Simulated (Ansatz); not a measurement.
# WSi2N4 monolayer in a perpendicular field, part 2 of 4

Wanted: the out-of-plane response of the WSi2N4 monolayer. A positive field points along +c.

Ansatz 0.2.0; plane-wave DFT, PBE-D3(BJ), Ansatz PAW (the session's first sound run).

So far. Step 2 (Relaxing the slab): The lattice constant a goes from 2.920 to 2.890 Å.

### 3. Atoms held, field 0

A sawtooth potential applies the field, turning back in the middle of the vacuum. With the dipole correction the typed value is the field outside the slab. The induced dipole is small, so the SCF threshold is tight.

The cell differs from the one that the last finished run ended in (c 45.201 → 25.077 Å).

The input, input.yaml:

```yaml
crystal:
  lattice:
    - [2.8897841972, 0.0, 0.0]
    - [-1.4448920986, 2.5026265262, 0.0]
    - [0.0, 0.0, 25.0768678009]
  atoms:
    - { symbol: "N", position: [0.0, 0.0, 0.3588964966] }
    - { symbol: Si, position: [0.3333333333, 0.6666666667, 0.3797525647] }
    - { symbol: "N", position: [0.3333333333, 0.6666666667, 0.4496046961] }
    - { symbol: W, position: [0.0, 0.0, 0.5] }
    - { symbol: "N", position: [0.3333333333, 0.6666666667, 0.5503953039] }
    - { symbol: Si, position: [0.3333333333, 0.6666666667, 0.6202474353] }
    - { symbol: "N", position: [0.0, 0.0, 0.6411035034] }
kpoints:
  mp_grid: { grid: [18, 18, 1] }
  band_path:
    path: [[0, 0, 0], [0.5, 0, 0], [0.33333333, 0.33333333, 0], [0, 0, 0]]
    npoints: 16
hamiltonian:
  xc: pbe
  dispersion: d3bj
scf:
  occupations: { method: fermi_dirac, width: 0.05 }
  convergence: { dr2_threshold: 1.0e-10 }
efield:
  axis: 3
  dipole_correction: true
  ramp_position: 0.97
  ramp_width: 0.06
  amplitude: 0
output:
  dos: { projected: true, e_range: [-6, 5] }
  bader: true
  write_potential: true
  write_density: true
  volumetric_format: npy
  elf: true
```

On the command line:

```sh
> ansatz run input.yaml --threads 4 --pin off --max-ram 6144MiB --backend cpu --events-out ev --progress --plain --runs-dir out
```

Numbers of over 12 decimals in the logs are rounded to 6 here.

Log:

```text
[...]
Crystal: 7 atoms, lattice volume = 181.357 Å³
Basis set: ecut = 420 eV, 3551 PW (Γ)
Bands: 28, of which v1, the nominal top of the filled ones, is band 21 counted from 1 (20 counted from 0)
Symmetry: 6 space group operations
k-points: 37 of 324 (time reversal used)
[...]
SCF iter   1: F=—  HF=-13200.590240 eV  |F-HF|=—  |Δ(HF+E_count)|=         —  Δρ=3.81e-3  dr2=1.92e-2  ethr=1.77e-3  p=0.000 e·Å  D=1.90e-13 V/Å  ΔV_dip=-0.00 eV  dr2_dipole=3.56e-9  V_vac-E_F(+/−)=3.96/3.96 eV  ⟨swp⟩=10.5  Hψ=6987  notcnv=0  defer=1
efield: sawtooth ramp at fractional position 0.9700 (set: `efield.ramp_position`, or a place that a band, a saddle search or an elastic batch's reference lends), width 0.0600; the density the first Hamiltonian is built on has a dipole p = 0.000 e·Å; the dipole correction subtracts the counter field D = 1.90e-13 V/Å, which shifts the + side's vacuum level by -0.00 eV against the − side's; the planar-averaged density in the ramp window peaks in size at 1.7e-5 e/Å³
[...]
SCF iter   2: F=—  HF=-13200.594233 eV  |F-HF|=—  |Δ(HF+E_count)|=   3.99e-3  Δρ=2.51e-3  dr2=2.10e-2  ethr=4.58e-5  p=0.000 e·Å  D=4.21e-5 V/Å  ΔV_dip=-0.00 eV  dr2_dipole=3.58e-8  V_vac-E_F(+/−)=3.87/3.87 eV  ⟨swp⟩=4.2  Hψ=2768  notcnv=0  defer=57
[...]
SCF iter  13: F=-13200.592965 eV  HF=-13200.592965 eV  |F-HF|=4.37e-11  |Δ(HF+E_count)|=  5.09e-11  Δρ=9.91e-8  dr2=2.74e-11  ethr=1.00e-12  p=0.000 e·Å  D=1.19e-7 V/Å  ΔV_dip=-0.00 eV  dr2_dipole=4.27e-14  V_vac-E_F(+/−)=4.13/4.13 eV  ⟨swp⟩=11.5  Hψ=3790  notcnv=0
SCF 1 converged in 13 iterations: F = -13200.592965 eV  dr2 = 2.74e-11
[...]
NSCF: frozen V_eff on 49 k-points
efield: sawtooth ramp at fractional position 0.9700 (kept from the solve that this one continues, or follows in the run), width 0.0600; the density the first Hamiltonian is built on has a dipole p = 0.000 e·Å; the dipole correction subtracts the counter field D = 1.19e-7 V/Å, which shifts the + side's vacuum level by -0.00 eV against the − side's; the planar-averaged density in the ramp window peaks in size at 1.6e-6 e/Å³
[...]
SCF converged after 13 iterations
Free energy (F): -13200.592965 eV
[...]
Internal energy: -13200.592965 eV  (E = F + TS)
E sigma→0 (E₀):  -13200.592965 eV
Fermi energy:    2.923665 eV
Dipole field:    D = 0.000000 V/Å  (p = 0.000000 e·Å, saw-weighted, corrected)
Work function:   Φ+ = 4.1317 eV   Φ− = 4.1317 eV
Levels:          The Fermi level and band energies are counted from a zero that moves with the ramp; work functions are not
[...]
--- Band table (eV; the first three rows and the last of 37) ---
  k-point 0: bands = [... 17 lower, -0.8231, -0.7635, -0.7635, 1.7112, 4.8311, 4.8311, 5.4886, 5.4886, ... 3 higher]
  k-point 1: bands = [... 17 lower, -0.9745, -0.8321, -0.6309, 1.6811, 4.6984, 4.8301, 5.3467, 5.5852, ... 3 higher]
  k-point 2: bands = [... 17 lower, -1.1507, -1.0192, -0.5769, 1.5303, 4.5527, 4.8330, 5.2332, 5.8486, ... 3 higher]
  k-point 36: bands = [... 17 lower, -2.5603, -0.6403, 0.1048, 1.4060, 4.1801, 5.1775, 6.4980, 6.8747, ... 3 higher]
--- Bader charges: 7 sites ---
  site symbol  charge [e]  shift [e]
     0      N     -2.3129     0.0090
     1     Si      3.0936     0.0121
     2      N     -1.7068     0.0037
     3      W      1.8520     0.0012
     4      N     -1.7067     0.0037
     5     Si      3.0936     0.0121
     6      N     -2.3128     0.0090
  estimated error of the sums over rays = 6.7e-4 e
```

Elapsed: 15 s, on 4 threads of AMD EPYC 9R45, shared host; peak memory 0.62 GiB; 60 s of CPU time.

Numbers from this step:

| Quantity | Value |
| --- | --- |
| dipole along the normal | 4.12e-7 e·Å |
| gap along the path | 2.433 eV |
| smallest direct gap along the path | 2.774 eV |
| ionisation energy, upper face | 5.344 eV |
| electron affinity, upper face | 2.911 eV |
| gap, the smaller of path and mesh | 2.433 eV |

Running mean over a fixed 2.6 Å (it still follows the layers) of the planar mean; the ramp of the sawtooth is left out. Electron's electrostatic potential energy less the Fermi level against z:

```
z (Å)  electron's electrostatic potential energy less the Fermi level (eV)
  3.5                                                                 4.13
  4.0                                                                 4.13
  4.5                                                                 4.13
  5.0                                                                 4.13
  5.5                                                                 4.13
  6.0                                                                 4.11
  6.5                                                                 4.04
  7.0                                                                 3.66
  7.5                                                                 1.66
  8.0                                                                -2.86
  8.5                                                                -7.27
  9.0                                                                -9.73
  9.5                                                                -10.7
 10.0                                                                -11.6
 10.5                                                                -10.4
 11.0                                                                -9.62
 11.5                                                                -11.5
 12.0                                                                -13.9
 12.5                                                                -14.9
 13.0                                                                -14.2
 13.5                                                                -11.9
 14.0                                                                -9.79
 14.5                                                                -10.1
 15.0                                                                -11.5
 15.5                                                                -10.9
 16.0                                                                -9.93
 16.5                                                                -7.78
 17.0                                                                -3.63
 17.5                                                                 1.09
 18.0                                                                 3.52
 18.5                                                                 4.02
 19.0                                                                 4.11
 19.5                                                                 4.13
 20.0                                                                 4.13
 20.5                                                                 4.13
 21.0                                                                 4.13
 21.5                                                                 4.13
 22.0                                                                 4.13
```

The density of states has structure finer than the step of the table below, so its rows give means over 0.2 eV, whole bins alone (the curve runs from -6 to 3.21 eV). Peaks (eV: height): -4.98: 6.95, -4.62: 6.38, -3.77: 10.7, -2.36: 9.93, 1.61: 17.5, 1.91: 11.9, 2.38: 7.12.

The density of states by energy, zero at the Fermi level of the run, which the smearing sets inside the gap; means over each step:

energy (eV), density of states (states/eV a cell) and a bar:
```
     -5.8        2.3 ##########
     -5.6        2.5 ###########
     -5.4        3.0 #############
     -5.2        3.1 ##############
     -5.0        4.4 ####################
     -4.8        3.3 ###############
     -4.6        4.4 ####################
     -4.4        3.6 ################
     -4.2        3.8 #################
     -4.0        3.4 ###############
     -3.8        6.7 ##############################
     -3.6        5.8 ##########################
     -3.4        2.4 ###########
     -3.2        0.9 ####
     -3.0        0.8 ####
     -2.8        0.3 #
     -2.6        0.0 
     -2.4        3.5 ###############
     -2.2        2.7 ############
     -2.0        1.5 #######
     -1.8        1.1 #####
     -1.6        0.8 ###
     -1.4        0.4 ##
     -1.2        0.2 #
     -1.0        0.0 
     -0.8        0.0 
     -0.6        0.0 
     -0.4        0.0 
     -0.2        0.0 
      0.0        0.0 
      0.2        0.0 
      0.4        0.0 
      0.6        0.0 
      0.8        0.0 
      1.0        0.0 
      1.2        0.1 
      1.4        0.9 ####
      1.6        6.7 ##############################
      1.8        3.5 ################
      2.0        3.1 ##############
      2.2        2.1 #########
      2.4        5.5 ########################
      2.6        3.6 ################
      2.8        2.5 ###########
      3.0        2.1 #########
```

Projected DOS per atom over height of the atomic layer and energy from the Fermi level. Layers: N Si N W N Si N from below.

Ten even steps from '0' (0.00 states/eV) to '9' (2.05 states/eV), each cell a mean:
```
0005000
0118110
1215121
1229221
0002000
0000000
0000000
0000000
0000000
0000000
0000000
0002000
0005000
0008000
0000000
1010101
7062607
2042402
3043403
3042403
2022202
2011102
```
Columns: height of the atomic layer (Å) from 9 to 16.1 (not evenly spaced); rows upwards: energy from the Fermi level (eV) from -5.96 to 3.22.

The electronic bands at the labelled points (eV, zero at the Fermi level of the run, which the smearing sets inside the gap):

```
  point  band 18  band 19  band 20  band 21  band 22  band 23  band 24  band 25
      Γ    -3.75    -3.69    -3.69    -1.21     1.91     1.91     2.56     2.56
halfway    -4.61    -4.18    -3.74    -2.21     1.66     2.09     2.40     3.78
      M    -3.83    -3.80    -3.27    -2.35     1.22     1.54     3.17     3.34
halfway    -4.48    -3.65    -3.22    -1.99     2.04     2.33     2.64     3.83
      K    -5.48    -3.56    -2.82    -1.52     1.26     2.25     3.57     3.95
halfway    -4.03    -3.88    -3.85    -2.34     1.59     2.58     2.65     3.97
      Γ    -3.75    -3.69    -3.69    -1.21     1.91     1.91     2.56     2.56
```

ELF in the ca plane at fractional y = 0.667, with atoms of Si and N within 0.2 Å of it. It is the smooth field of the valence electrons, not physical close to the nuclei.

Ten even steps from '0' (0.00) to '9' (0.88), each cell a mean:
```
00000000000000000135788731122125312211268876
00000000000000000136778631112125311210267876
00000000000000000024688632466422236653368875
00000000000000000002465336888841278887334552
00000000000000000001221239954751485489522221
00000000000000000001211249943751484389522121
00000000000000000002454237888841378888424542
00000000000000000024678633577422247753368864
```
Columns run along c (16.0 Å, from fractional 0.05 to 0.69 of the cell), rows up along a (2.9 Å). Atoms in or near the plane, at fractional coordinates: Si at (0.38, 0.33), N at (0.45, 0.33), N at (0.55, 0.33), Si at (0.62, 0.33).

Valence density in the ca plane at fractional y = 0.667, with atoms of Si and N within 0.2 Å of it. It is the smooth field of the valence electrons, not physical close to the nuclei.

Values in e/Å³, 5 rows by 16 columns, each cell a mean:
```
0.0 0.0 0.0 0.0 0.0 0.0 0.0 0.4 0.5 0.1 0.3 1.1 0.3 0.1 0.5 0.4
0.0 0.0 0.0 0.0 0.0 0.0 0.0 0.3 0.5 0.3 0.5 0.7 0.5 0.3 0.5 0.3
0.0 0.0 0.0 0.0 0.0 0.0 0.0 0.2 0.3 1.2 2.1 0.5 2.1 1.2 0.3 0.2
0.0 0.0 0.0 0.0 0.0 0.0 0.0 0.2 0.2 1.5 2.6 0.5 2.6 1.5 0.2 0.2
0.0 0.0 0.0 0.0 0.0 0.0 0.0 0.3 0.4 0.5 0.9 0.6 0.9 0.5 0.4 0.3
```
Columns run along c (16.0 Å, from fractional 0.05 to 0.69 of the cell), rows up along a (2.9 Å). Atoms in or near the plane, at fractional coordinates: Si at (0.38, 0.33), N at (0.45, 0.33), N at (0.55, 0.33), Si at (0.62, 0.33).

Electrostatic potential energy in the ca plane at fractional y = 0.667, with atoms of Si and N within 0.2 Å of it. With pseudopotentials it is smooth inside the atoms' cores, unlike the true potential.

Ten even steps from '0' (-57 eV) to '9' (7 eV), each cell a mean:
```
99999999999999999999988889999865578999988899
99999999999999999999988889999864578999988899
99999999999999999999987778998876788998877889
99999999999999999999863247855788875578523589
99999999999999999999740016500488850046200279
99999999999999999999730015500488850036200279
99999999999999999999862147744788874477522589
99999999999999999999987678998876788898766789
```
Columns run along c (16.0 Å, from fractional 0.05 to 0.69 of the cell; values clipped at the 3rd and 97th percentile), rows up along a (2.9 Å). Atoms in or near the plane, at fractional coordinates: Si at (0.38, 0.33), N at (0.45, 0.33), N at (0.55, 0.33), Si at (0.62, 0.33).

The gap is 2.43 eV, with the valence edge 5.34 eV and the conduction edge 2.91 eV under the upper vacuum level. Spin-orbit coupling, left out in this run, matters for the bands of elements this heavy.

### 4. Single point, field 0.05 V/Å

Edit input.yaml of step 3 so:

```diff
@@ -29,6 +29,4 @@
   ramp_width: 0.06
-  amplitude: 0
+  amplitude: 0.05
 output:
-  dos: { projected: true, e_range: [-6, 5] }
-  bader: true
   write_potential: true
@@ -36,2 +34 @@
   volumetric_format: npy
-  elf: true
```

Log:

```text
[...]
Crystal: 7 atoms, lattice volume = 181.357 Å³
Basis set: ecut = 420 eV, 3551 PW (Γ)
Bands: 28, of which v1, the nominal top of the filled ones, is band 21 counted from 1 (20 counted from 0)
Symmetry: 6 space group operations
k-points: 37 of 324 (time reversal used)
[...]
k-point 0: bands = [... 17 lower, -0.8230, -0.7635, -0.7635, 1.7111, 4.8311, 4.8311, 5.4885, 5.4885, ... 3 higher]
  k-point 1: bands = [... 17 lower, -0.9744, -0.8321, -0.6309, 1.6811, 4.6982, 4.8300, 5.3462, 5.5852, ... 3 higher]
  k-point 2: bands = [... 17 lower, -1.1505, -1.0193, -0.5769, 1.5303, 4.5524, 4.8329, 5.2330, 5.8485, ... 3 higher]
  k-point 36: bands = [... 17 lower, -2.5604, -0.6408, 0.1053, 1.4059, 4.1800, 5.1774, 6.4978, 6.8747, ... 3 higher]
[key lines of the parts left out:]
SCF converged after 16 iterations
Free energy (F): -13200.593357 eV
Fermi energy:    2.923053 eV
Dipole field:    D = 0.015638 V/Å  (p = 0.015673 e·Å, saw-weighted, corrected)
```

It took 4.5 s on 4 threads; peak memory 0.59 GiB; 17 s of CPU time.

The dipole is 0.0157 e·Å, and the gap 2.431 eV.

### 5. Atoms held, field -0.05 V/Å

Edit input.yaml of step 4 so:

```diff
@@ -29,3 +29,3 @@
   ramp_width: 0.06
-  amplitude: 0.05
+  amplitude: -0.05
 output:
```

Log:

```text
[...]
Crystal: 7 atoms, lattice volume = 181.357 Å³
Basis set: ecut = 420 eV, 3551 PW (Γ)
Bands: 28, of which v1, the nominal top of the filled ones, is band 21 counted from 1 (20 counted from 0)
Symmetry: 6 space group operations
k-points: 37 of 324 (time reversal used)
[...]
k-point 0: bands = [... 17 lower, -0.8230, -0.7635, -0.7635, 1.7111, 4.8311, 4.8311, 5.4885, 5.4885, ... 3 higher]
  k-point 1: bands = [... 17 lower, -0.9744, -0.8322, -0.6309, 1.6811, 4.6982, 4.8300, 5.3462, 5.5852, ... 3 higher]
  k-point 2: bands = [... 17 lower, -1.1505, -1.0193, -0.5769, 1.5303, 4.5524, 4.8329, 5.2330, 5.8485, ... 3 higher]
  k-point 36: bands = [... 17 lower, -2.5604, -0.6408, 0.1052, 1.4059, 4.1800, 5.1773, 6.4978, 6.8747, ... 3 higher]
[key lines of the parts left out:]
SCF converged after 17 iterations
Free energy (F): -13200.593357 eV
Fermi energy:    2.923049 eV
Dipole field:    D = -0.015640 V/Å  (p = -0.015675 e·Å, saw-weighted, corrected)
```

Wall time 4.6 s (4 threads); peak memory 0.59 GiB.

The dipole is -0.0157 e·Å, and the gap 2.431 eV.

### 6. Atoms held, field 0.1 V/Å

Edit input.yaml of step 5 so:

```diff
@@ -29,3 +29,3 @@
   ramp_width: 0.06
-  amplitude: -0.05
+  amplitude: 0.1
 output:
```

Log:

```text
[...]
Crystal: 7 atoms, lattice volume = 181.357 Å³
Basis set: ecut = 420 eV, 3551 PW (Γ)
Bands: 28, of which v1, the nominal top of the filled ones, is band 21 counted from 1 (20 counted from 0)
Symmetry: 6 space group operations
k-points: 37 of 324 (time reversal used)
[...]
k-point 0: bands = [... 17 lower, -0.8226, -0.7637, -0.7637, 1.7110, 4.8308, 4.8308, 5.4883, 5.4883, ... 3 higher]
  k-point 1: bands = [... 17 lower, -0.9742, -0.8323, -0.6308, 1.6809, 4.6974, 4.8298, 5.3448, 5.5850, ... 3 higher]
  k-point 2: bands = [... 17 lower, -1.1502, -1.0194, -0.5768, 1.5301, 4.5515, 4.8327, 5.2322, 5.8483, ... 3 higher]
  k-point 36: bands = [... 17 lower, -2.5608, -0.6424, 0.1067, 1.4057, 4.1798, 5.1768, 6.4974, 6.8748, ... 3 higher]
[key lines of the parts left out:]
SCF converged after 17 iterations
Free energy (F): -13200.594533 eV
Fermi energy:    2.921199 eV
Dipole field:    D = 0.031280 V/Å  (p = 0.031350 e·Å, saw-weighted, corrected)
```

Elapsed: 4.6 s, on 4 threads; peak memory 0.59 GiB.

The dipole is 0.0313 e·Å, and the gap 2.427 eV.

### 7. Atoms held, field 0.2 V/Å

Edit input.yaml of step 6 so:

```diff
@@ -29,3 +29,3 @@
   ramp_width: 0.06
-  amplitude: 0.1
+  amplitude: 0.2
 output:
```

Log:

```text
[...]
Crystal: 7 atoms, lattice volume = 181.357 Å³
Basis set: ecut = 420 eV, 3551 PW (Γ)
Bands: 28, of which v1, the nominal top of the filled ones, is band 21 counted from 1 (20 counted from 0)
Symmetry: 6 space group operations
k-points: 37 of 324 (time reversal used)
[...]
k-point 0: bands = [... 17 lower, -0.8211, -0.7644, -0.7644, 1.7102, 4.8298, 4.8298, 5.4875, 5.4875, ... 3 higher]
  k-point 1: bands = [... 17 lower, -0.9733, -0.8329, -0.6306, 1.6802, 4.6943, 4.8287, 5.3378, 5.5841, ... 3 higher]
  k-point 2: bands = [... 17 lower, -1.1487, -1.0198, -0.5765, 1.5295, 4.5479, 4.8317, 5.2290, 5.8474, ... 3 higher]
  k-point 36: bands = [... 17 lower, -2.5623, -0.6485, 0.1126, 1.4047, 4.1789, 5.1744, 6.4958, 6.8748, ... 3 higher]
[key lines of the parts left out:]
SCF converged after 18 iterations
Free energy (F): -13200.599236 eV
Fermi energy:    2.913914 eV
Dipole field:    D = 0.062569 V/Å  (p = 0.062709 e·Å, saw-weighted, corrected)
```

It took 4.9 s on 4 threads; peak memory 0.59 GiB.

The dipole is 0.0627 e·Å, and the gap 2.411 eV.

### 8. Single point, field 0.3 V/Å

Edit input.yaml of step 7 so:

```diff
@@ -29,4 +29,6 @@
   ramp_width: 0.06
-  amplitude: 0.2
+  amplitude: 0.3
 output:
+  dos: { projected: true, e_range: [-6, 5] }
+  bader: true
   write_potential: true
@@ -34 +36,2 @@
   volumetric_format: npy
+  elf: true
```

Log:

```text
[...]
Crystal: 7 atoms, lattice volume = 181.357 Å³
Basis set: ecut = 420 eV, 3551 PW (Γ)
Bands: 28, of which v1, the nominal top of the filled ones, is band 21 counted from 1 (20 counted from 0)
Symmetry: 6 space group operations
k-points: 37 of 324 (time reversal used)
[...]
k-point 36: bands = [... 17 lower, -2.5648, -0.6584, 0.1221, 1.4031, 4.1773, 5.1705, 6.4931, 6.8749, ... 3 higher]
--- Bader charges: 7 sites ---
  site symbol  charge [e]  shift [e]
     0      N     -2.3186     0.0090
     1     Si      3.0931     0.0121
     2      N     -1.7106     0.0037
     3      W      1.8520     0.0012
     4      N     -1.7029     0.0036
     5     Si      3.0941     0.0121
     6      N     -2.3070     0.0090
  estimated error of the sums over rays = 6.7e-4 e
[key lines of the parts left out:]
SCF converged after 15 iterations
Free energy (F): -13200.607075 eV
Fermi energy:    2.902241 eV
Dipole field:    D = 0.093862 V/Å  (p = 0.094072 e·Å, saw-weighted, corrected)
```

The job ended after 16 s (4 threads; peak memory 0.6 GiB).

The dipole is 0.0941 e·Å, and the gap 2.387 eV.

[end of part 2 of 4]

[Logs are printed without paths, hosts, clocks, repeated set-up lines and the standing remarks that a program may print on its own settings, such as how far it seeks lower states.]

[Hosts, paths, dates, database ids (printed as entryN), source tags and the programs' standing remarks are cut or masked in the printed files.]

[Maps of the electrostatic potential energy from Ansatz leave out the sawtooth potential of an applied field or a dipole correction, so their vacuum need not be flat; planar profiles and work functions include it.]

[The density of states shown here was stored with 400 of the rows of the run's finer table, so its peaks can read low, often by over a quarter, or be missed, and its means over a window can be off by a tenth or more.]
